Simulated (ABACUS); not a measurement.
Here is an ABACUS 3.10.1 calculation.

File INPUT:

```
INPUT_PARAMETERS
suffix              I
calculation         scf
basis_type          pw
pseudo_dir          ./
symmetry            1
dft_functional      revpbe
ecutwfc             71
pseudo_rcut         10
nspin               1
nbands              14
ks_solver           dav
smearing_method     fd
smearing_sigma      0.00367493
scf_thr             1e-08
scf_nmax            100
mixing_type         broyden
mixing_beta         0.7
cal_force           1
cal_stress          1
out_chg             1
kpar                4
```

STRU

```
ATOMIC_SPECIES
I 126.9045 I.upf

LATTICE_CONSTANT
1.8897261246

LATTICE_VECTORS
0.0000000000 2.3656004428 3.9098401324
2.1922454667 0.0000000000 3.9098401324
2.1922454667 2.3656004428 0.0000000000

ATOMIC_POSITIONS
Cartesian

I
0.0
1
0.0000000000 0.0000000000 0.0000000000 1 1 1
```

The input KPT:

```
K_POINTS
0
Gamma
7 7 7 0 0 0
```

Potentials or basis: PseudoDojo NC SR 0.5 PBE standard, plane waves.

The run is started by

```bash
$ OMP_NUM_THREADS=1 mpirun -np 4 abacus > log
```

(1) What does it give for the band gap on the k mesh?

(2) Estimate the pressure.

Results:

(1) none (metal or under the smearing width).

(2) 1.5 GPa.

Caveat: the potentials were made for another functional, which shifts forces and pressure; an odd number of electrons without spin polarisation forces a metal; a magnetic or distorted state may lie lower.
